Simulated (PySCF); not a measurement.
Molecule: SH2, in a box.

```
S H
1.0
    11.00000    0.00000    0.00000
     0.00000   11.00000    0.00000
     0.00000    0.00000   10.00000
S H
1 2
Cartesian
  6.0574 5.1001 5.3591
  5.6599 6.3784 5.2776
  4.9685 4.6636 4.7089
```

Base run:

```yaml
Program: PySCF 2.14.0
Functional: HSE06
Dispersion: D4
Potentials_or_basis: pob-tzvp-rev2 (all-electron)
k_mesh: 1 × 1 × 1
Occupations: fixed
Spin: no spin polarisation
```

Its results: gap between the frontier levels 7.90 eV.

Question: After a change of settings the same cell gave: gap between the frontier levels 6.37 eV. Which change was it?
A. functional from HSE06 to B3LYP5; dispersion from D4 to none
B. functional from HSE06 to PBEsol
C. functional from HSE06 to r2SCAN50; dispersion from D4 to D3(BJ)

Answer: B.

HSE06 gives the wider gap, since exact exchange removes part of the self-interaction.

Caveats: this is a molecule in a periodic box at the Γ point, so its band gap is the HOMO-LUMO gap; the basis of atomic orbitals isn't converged, which shifts pressures, moduli and gaps; this program's HSE differs a little from the usual definition (some runs); the D4 parameters stored for this functional may belong to another (some runs).
